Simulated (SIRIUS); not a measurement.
# As (R-3m) in SIRIUS: convergence with k mesh, part 2 of 2

SIRIUS 7.12.0. The steps go on from the part before.

### 5 With k mesh 5 × 5 × 5

Contents of sirius.json:

```json
{
  "control": {
    "processing_unit": "cpu",
    "std_evp_solver_name": "lapack",
    "gen_evp_solver_name": "lapack",
    "verbosity": 2,
    "print_forces": true,
    "ortho_rf": true,
    "use_second_variation": true,
    "rmt_max": 3.0,
    "num_bands_to_print": 24,
    "save_wf": true
  },
  "parameters": {
    "electronic_structure_method": "full_potential_lapwlo",
    "xc_functionals": ["XC_GGA_X_PBE_SOL", "XC_GGA_C_PBE_SOL"],
    "core_relativity": "dirac",
    "valence_relativity": "iora",
    "num_fv_states": 30,
    "smearing": "fermi_dirac",
    "smearing_width": 0.0018374661,
    "pw_cutoff": 20,
    "gk_cutoff": 3.61,
    "lmax_apw": 10,
    "lmax_rho": 8,
    "lmax_pot": 8,
    "num_mag_dims": 0,
    "auto_rmt": 0,
    "ngridk": [5, 5, 5],
    "shiftk": [0, 0, 0],
    "num_dft_iter": 80,
    "energy_tol": 1e-07,
    "density_tol": 1e-05,
    "use_symmetry": true
  },
  "settings": {"tol_ne": 1e-10},
  "iterative_solver": {"type": "exact"},
  "mixer": {"type": "anderson", "beta": 0.5, "max_history": 8},
  "unit_cell": {
    "lattice_vectors": [
      [3.5541910346, 2.0520131505, 6.6406147546],
      [-3.5541910346, 2.0520131505, 6.6406147546],
      [0.0, -4.1040263011, 6.6406147546]
    ],
    "atom_types": ["As"],
    "atom_files": {"As": "As.json"},
    "atoms": {"As": [[0.226, 0.226, 0.226], [0.774, 0.774, 0.774]]}
  }
}
```

Contents of As.json:

```json
{
  "name": "arsenic",
  "symbol": "As",
  "number": 33,
  "mass": 74.9216,
  "rmin": 1e-06,
  "rmt": 2.33,
  "nrmt": 800,
  "rinf": 15.07,
  "core": "1s2s2p",
  "valence": [
    {"basis": [{"enu": 0.03, "dme": 0, "n": 0, "auto": 0}, {"enu": 0.03, "dme": 1, "n": 0, "auto": 0}]},
    {"l": 0, "n": 1, "basis": [{"enu": 0.0086, "dme": 0, "n": 0, "auto": 0}]},
    {"l": 1, "n": 2, "basis": [{"enu": 0.13, "dme": 0, "n": 0, "auto": 0}]},
    {"l": 2, "n": 3, "basis": [{"enu": 0.13, "dme": 0, "n": 0, "auto": 0}]},
    {"l": 3, "n": 4, "basis": [{"enu": 0.13, "dme": 0, "n": 0, "auto": 0}]}
  ],
  "lo": [
    {
      "l": 0,
      "basis": [{"enu": 0.0086, "dme": 0, "n": 0, "auto": 0}, {"enu": 0.0086, "dme": 1, "n": 0, "auto": 0}]
    },
    {
      "l": 0,
      "basis": [{"enu": 0.0086, "dme": 1, "n": 0, "auto": 0}, {"enu": 0.0086, "dme": 2, "n": 0, "auto": 0}]
    },
    {
      "l": 0,
      "basis": [{"enu": -6.6208, "dme": 0, "n": 3, "auto": 1}, {"enu": -6.6208, "dme": 1, "n": 3, "auto": 1}]
    },
    {
      "l": 0,
      "basis": [{"enu": 0.0086, "dme": 0, "n": 0, "auto": 0}, {"enu": 2.219, "dme": 0, "n": 0, "auto": 0}]
    },
    {"l": 1, "basis": [{"enu": 0.13, "dme": 0, "n": 0, "auto": 0}, {"enu": 0.13, "dme": 1, "n": 0, "auto": 0}]},
    {
      "l": 1,
      "basis": [{"enu": -4.5709, "dme": 0, "n": 3, "auto": 1}, {"enu": -4.5709, "dme": 1, "n": 3, "auto": 1}]
    },
    {
      "l": 1,
      "basis": [{"enu": -4.5709, "dme": 1, "n": 3, "auto": 1}, {"enu": 0.13, "dme": 0, "n": 0, "auto": 0}]
    },
    {"l": 1, "basis": [{"enu": 0.13, "dme": 0, "n": 0, "auto": 0}, {"enu": 3.5193, "dme": 0, "n": 0, "auto": 0}]},
    {"l": 2, "basis": [{"enu": 0.13, "dme": 0, "n": 0, "auto": 0}, {"enu": 0.13, "dme": 1, "n": 0, "auto": 0}]},
    {
      "l": 2,
      "basis": [{"enu": -1.1785, "dme": 0, "n": 3, "auto": 1}, {"enu": -1.1785, "dme": 1, "n": 3, "auto": 1}]
    },
    {
      "l": 2,
      "basis": [{"enu": -1.1785, "dme": 1, "n": 3, "auto": 1}, {"enu": 0.13, "dme": 0, "n": 0, "auto": 0}]
    },
    {"l": 2, "basis": [{"enu": 0.13, "dme": 0, "n": 0, "auto": 0}, {"enu": 3.9613, "dme": 0, "n": 0, "auto": 0}]},
    {"l": 3, "basis": [{"enu": 0.13, "dme": 0, "n": 0, "auto": 0}, {"enu": 0.13, "dme": 1, "n": 0, "auto": 0}]},
    {"l": 3, "basis": [{"enu": 0.13, "dme": 0, "n": 0, "auto": 0}, {"enu": 3.3351, "dme": 0, "n": 0, "auto": 0}]}
  ],
  "free_atom": [... radial grid and density of the free atom, the start of the SCF ...]
}
```

Contents of sirius_start.json:

```json
{
  "control": {
    "processing_unit": "cpu",
    "std_evp_solver_name": "lapack",
    "gen_evp_solver_name": "lapack",
    "verbosity": 1,
    "print_forces": false,
    "ortho_rf": true,
    "use_second_variation": true,
    "rmt_max": 3.0,
    "num_bands_to_print": 24,
    "save_wf": false
  },
  "parameters": {
    "electronic_structure_method": "full_potential_lapwlo",
    "xc_functionals": ["XC_LDA_X", "XC_LDA_C_PW"],
    "core_relativity": "dirac",
    "valence_relativity": "iora",
    "num_fv_states": 30,
    "smearing": "fermi_dirac",
    "smearing_width": 0.0055123983,
    "pw_cutoff": 20,
    "gk_cutoff": 2.88,
    "lmax_apw": 10,
    "lmax_rho": 8,
    "lmax_pot": 8,
    "num_mag_dims": 0,
    "auto_rmt": 0,
    "ngridk": [2, 2, 2],
    "shiftk": [0, 0, 0],
    "num_dft_iter": 30,
    "energy_tol": 0.01,
    "density_tol": 0.05,
    "use_symmetry": true
  },
  "settings": {"tol_ne": 1e-10},
  "iterative_solver": {"type": "exact"},
  "mixer": {"type": "anderson", "beta": 0.5, "max_history": 8},
  "unit_cell": {
    "lattice_vectors": [
      [3.5541910346, 2.0520131505, 6.6406147546],
      [-3.5541910346, 2.0520131505, 6.6406147546],
      [0.0, -4.1040263011, 6.6406147546]
    ],
    "atom_types": ["As"],
    "atom_files": {"As": "As.json"},
    "atoms": {"As": [[0.226, 0.226, 0.226], [0.774, 0.774, 0.774]]}
  }
}
```

The run is started by

```sh
$ OMP_NUM_THREADS=1 sirius.scf --input=sirius_start.json --output=start.json
$ OMP_NUM_THREADS=1 sirius.scf --input=sirius.json --output=output.json --task=1
```

It took 34 s on 1 thread of Arm Neoverse V1, shared host; peak memory 0.4 GiB.

What came out:

```
Free energy                                       : -122968.1975 eV
Largest force                                     : 0.182 eV/Å
Band gap on the k mesh                            : 0.08 eV, indirect (least direct gap 0.55 eV)
All electrons inside the program's atomic spheres : As 31.23 (radii As 2.33 bohr)
```

### 6 With k mesh 7 × 7 × 7

Changes to sirius.json since step 5:

```diff
@@ -28,3 +28,3 @@
     "auto_rmt": 0,
-    "ngridk": [5, 5, 5],
+    "ngridk": [7, 7, 7],
     "shiftk": [0, 0, 0],
```

Contents of As.json:

```json
{
  "name": "arsenic",
  "symbol": "As",
  "number": 33,
  "mass": 74.9216,
  "rmin": 1e-06,
  "rmt": 2.33,
  "nrmt": 800,
  "rinf": 15.07,
  "core": "1s2s2p",
  "valence": [
    {"basis": [{"enu": 0.01, "dme": 0, "n": 0, "auto": 0}, {"enu": 0.01, "dme": 1, "n": 0, "auto": 0}]},
    {"l": 0, "n": 1, "basis": [{"enu": -0.0114, "dme": 0, "n": 0, "auto": 0}]},
    {"l": 1, "n": 2, "basis": [{"enu": 0.11, "dme": 0, "n": 0, "auto": 0}]},
    {"l": 2, "n": 3, "basis": [{"enu": 0.11, "dme": 0, "n": 0, "auto": 0}]},
    {"l": 3, "n": 4, "basis": [{"enu": 0.11, "dme": 0, "n": 0, "auto": 0}]}
  ],
  "lo": [
    {
      "l": 0,
      "basis": [{"enu": -0.0114, "dme": 0, "n": 0, "auto": 0}, {"enu": -0.0114, "dme": 1, "n": 0, "auto": 0}]
    },
    {
      "l": 0,
      "basis": [{"enu": -0.0114, "dme": 1, "n": 0, "auto": 0}, {"enu": -0.0114, "dme": 2, "n": 0, "auto": 0}]
    },
    {
      "l": 0,
      "basis": [{"enu": -6.6408, "dme": 0, "n": 3, "auto": 1}, {"enu": -6.6408, "dme": 1, "n": 3, "auto": 1}]
    },
    {
      "l": 0,
      "basis": [{"enu": -0.0114, "dme": 0, "n": 0, "auto": 0}, {"enu": 2.199, "dme": 0, "n": 0, "auto": 0}]
    },
    {"l": 1, "basis": [{"enu": 0.11, "dme": 0, "n": 0, "auto": 0}, {"enu": 0.11, "dme": 1, "n": 0, "auto": 0}]},
    {
      "l": 1,
      "basis": [{"enu": -4.5909, "dme": 0, "n": 3, "auto": 1}, {"enu": -4.5909, "dme": 1, "n": 3, "auto": 1}]
    },
    {
      "l": 1,
      "basis": [{"enu": -4.5909, "dme": 1, "n": 3, "auto": 1}, {"enu": 0.11, "dme": 0, "n": 0, "auto": 0}]
    },
    {"l": 1, "basis": [{"enu": 0.11, "dme": 0, "n": 0, "auto": 0}, {"enu": 3.4993, "dme": 0, "n": 0, "auto": 0}]},
    {"l": 2, "basis": [{"enu": 0.11, "dme": 0, "n": 0, "auto": 0}, {"enu": 0.11, "dme": 1, "n": 0, "auto": 0}]},
    {
      "l": 2,
      "basis": [{"enu": -1.1985, "dme": 0, "n": 3, "auto": 1}, {"enu": -1.1985, "dme": 1, "n": 3, "auto": 1}]
    },
    {
      "l": 2,
      "basis": [{"enu": -1.1985, "dme": 1, "n": 3, "auto": 1}, {"enu": 0.11, "dme": 0, "n": 0, "auto": 0}]
    },
    {"l": 2, "basis": [{"enu": 0.11, "dme": 0, "n": 0, "auto": 0}, {"enu": 3.9413, "dme": 0, "n": 0, "auto": 0}]},
    {"l": 3, "basis": [{"enu": 0.11, "dme": 0, "n": 0, "auto": 0}, {"enu": 0.11, "dme": 1, "n": 0, "auto": 0}]},
    {"l": 3, "basis": [{"enu": 0.11, "dme": 0, "n": 0, "auto": 0}, {"enu": 3.3151, "dme": 0, "n": 0, "auto": 0}]}
  ],
  "free_atom": [... radial grid and density of the free atom, the start of the SCF ...]
}
```

Changes to sirius_start.json since step 5:

```diff
@@ -28,3 +28,3 @@
     "auto_rmt": 0,
-    "ngridk": [2, 2, 2],
+    "ngridk": [3, 3, 3],
     "shiftk": [0, 0, 0],
```

Potentials or basis: all-electron FP-LAPW, apw+lo standard.

The run is started by

```sh
$ OMP_NUM_THREADS=1 sirius.scf --input=sirius_start.json --output=start.json
$ OMP_NUM_THREADS=1 sirius.scf --input=sirius.json --output=output.json --task=1
```

Run time: 55 s. Hardware: 1 thread of Arm Neoverse V1, shared host; peak memory 0.47 GiB.

Results:

* Free energy: -122968.1642 eV
* Largest force: 0.336 eV/Å
* Band gap on the k mesh: none (metal or under the smearing width)
* All electrons inside the program's atomic spheres: As 31.23 (radii As 2.33 bohr)

### 7 With k mesh 9 × 9 × 9

Changes to sirius.json since step 6:

```diff
@@ -28,3 +28,3 @@
     "auto_rmt": 0,
-    "ngridk": [7, 7, 7],
+    "ngridk": [9, 9, 9],
     "shiftk": [0, 0, 0],
```

Contents of As.json:

```json
{
  "name": "arsenic",
  "symbol": "As",
  "number": 33,
  "mass": 74.9216,
  "rmin": 1e-06,
  "rmt": 2.33,
  "nrmt": 800,
  "rinf": 15.07,
  "core": "1s2s2p",
  "valence": [
    {"basis": [{"enu": 0.03, "dme": 0, "n": 0, "auto": 0}, {"enu": 0.03, "dme": 1, "n": 0, "auto": 0}]},
    {"l": 0, "n": 1, "basis": [{"enu": 0.0086, "dme": 0, "n": 0, "auto": 0}]},
    {"l": 1, "n": 2, "basis": [{"enu": 0.13, "dme": 0, "n": 0, "auto": 0}]},
    {"l": 2, "n": 3, "basis": [{"enu": 0.13, "dme": 0, "n": 0, "auto": 0}]},
    {"l": 3, "n": 4, "basis": [{"enu": 0.13, "dme": 0, "n": 0, "auto": 0}]}
  ],
  "lo": [
    {
      "l": 0,
      "basis": [{"enu": 0.0086, "dme": 0, "n": 0, "auto": 0}, {"enu": 0.0086, "dme": 1, "n": 0, "auto": 0}]
    },
    {
      "l": 0,
      "basis": [{"enu": 0.0086, "dme": 1, "n": 0, "auto": 0}, {"enu": 0.0086, "dme": 2, "n": 0, "auto": 0}]
    },
    {
      "l": 0,
      "basis": [{"enu": -6.6208, "dme": 0, "n": 3, "auto": 1}, {"enu": -6.6208, "dme": 1, "n": 3, "auto": 1}]
    },
    {
      "l": 0,
      "basis": [{"enu": 0.0086, "dme": 0, "n": 0, "auto": 0}, {"enu": 2.219, "dme": 0, "n": 0, "auto": 0}]
    },
    {"l": 1, "basis": [{"enu": 0.13, "dme": 0, "n": 0, "auto": 0}, {"enu": 0.13, "dme": 1, "n": 0, "auto": 0}]},
    {
      "l": 1,
      "basis": [{"enu": -4.5709, "dme": 0, "n": 3, "auto": 1}, {"enu": -4.5709, "dme": 1, "n": 3, "auto": 1}]
    },
    {
      "l": 1,
      "basis": [{"enu": -4.5709, "dme": 1, "n": 3, "auto": 1}, {"enu": 0.13, "dme": 0, "n": 0, "auto": 0}]
    },
    {"l": 1, "basis": [{"enu": 0.13, "dme": 0, "n": 0, "auto": 0}, {"enu": 3.5193, "dme": 0, "n": 0, "auto": 0}]},
    {"l": 2, "basis": [{"enu": 0.13, "dme": 0, "n": 0, "auto": 0}, {"enu": 0.13, "dme": 1, "n": 0, "auto": 0}]},
    {
      "l": 2,
      "basis": [{"enu": -1.1785, "dme": 0, "n": 3, "auto": 1}, {"enu": -1.1785, "dme": 1, "n": 3, "auto": 1}]
    },
    {
      "l": 2,
      "basis": [{"enu": -1.1785, "dme": 1, "n": 3, "auto": 1}, {"enu": 0.13, "dme": 0, "n": 0, "auto": 0}]
    },
    {"l": 2, "basis": [{"enu": 0.13, "dme": 0, "n": 0, "auto": 0}, {"enu": 3.9613, "dme": 0, "n": 0, "auto": 0}]},
    {"l": 3, "basis": [{"enu": 0.13, "dme": 0, "n": 0, "auto": 0}, {"enu": 0.13, "dme": 1, "n": 0, "auto": 0}]},
    {"l": 3, "basis": [{"enu": 0.13, "dme": 0, "n": 0, "auto": 0}, {"enu": 3.3351, "dme": 0, "n": 0, "auto": 0}]}
  ],
  "free_atom": [... radial grid and density of the free atom, the start of the SCF ...]
}
```

Changes to sirius_start.json since step 6:

```diff
@@ -28,3 +28,3 @@
     "auto_rmt": 0,
-    "ngridk": [3, 3, 3],
+    "ngridk": [4, 4, 4],
     "shiftk": [0, 0, 0],
```

The run is started by

```sh
$ OMP_NUM_THREADS=1 sirius.scf --input=sirius_start.json --output=start.json
$ OMP_NUM_THREADS=1 sirius.scf --input=sirius.json --output=output.json --task=1
```

Wall time 89 s (1 thread of Arm Neoverse V1, shared host); peak memory 0.58 GiB.

It converged, with:

* Free energy: -122968.1481 eV
* Largest force: 0.374 eV/Å
* Band gap on the k mesh: none (metal or under the smearing width)
* All electrons inside the program's atomic spheres: As 31.23 (radii As 2.33 bohr)

### 8 With k mesh 11 × 11 × 11

Changes to sirius.json since step 7:

```diff
@@ -28,3 +28,3 @@
     "auto_rmt": 0,
-    "ngridk": [9, 9, 9],
+    "ngridk": [11, 11, 11],
     "shiftk": [0, 0, 0],
```

As.json is that of step 7.

sirius_start.json is that of step 7.

The run is started by

```sh
$ OMP_NUM_THREADS=1 sirius.scf --input=sirius_start.json --output=start.json
$ OMP_NUM_THREADS=1 sirius.scf --input=sirius.json --output=output.json --task=1
```

Wall time 2.3 min (1 thread of Arm Neoverse V1, shared host); peak memory 0.75 GiB.

It converged, with:

```yaml
Free_energy: -122968.1419 eV
Largest_force: 0.377 eV/Å
Band_gap_on_the_k_mesh: none (metal or under the smearing width)
All_electrons_inside_the_program's_atomic_spheres: As 31.23 (radii As 2.33 bohr)
```

### 9 The series at a glance

```csv
k mesh,"energy less the tightest run, at zero smearing (meV/atom)",largest force (eV/Å),gap on the mesh (eV),SCF cycles,CPU time (s),peak memory (GiB)
1 × 1 × 1,5285.80,3.547,3.544,7,18,0.35
3 × 3 × 3,-66.86,0.013,1.322,8,23,0.36
4 × 4 × 4,-38.62,0.019,0.065,8,29,0.38
5 × 5 × 5,-26.52,0.182,0.078,8,34,0.4
7 × 7 × 7,-10.76,0.336,0.000,8,55,0.47
9 × 9 × 9,-2.97,0.374,0.000,8,89,0.58
11 × 11 × 11,0.00,0.377,0.000,8,140,0.75
```

Against the tightest run, the largest force stays within 0.005 eV/Å from 9 × 9 × 9 on; the gap on the mesh stays within 0.01 eV from 7 × 7 × 7 on. Not settled before the last step: the energy (to 1 meV/atom). Meshes of other sizes hit other points, so gaps and Fermi surfaces needn't settle smoothly. The tightest run that finished is the yardstick and may itself not be fully converged.
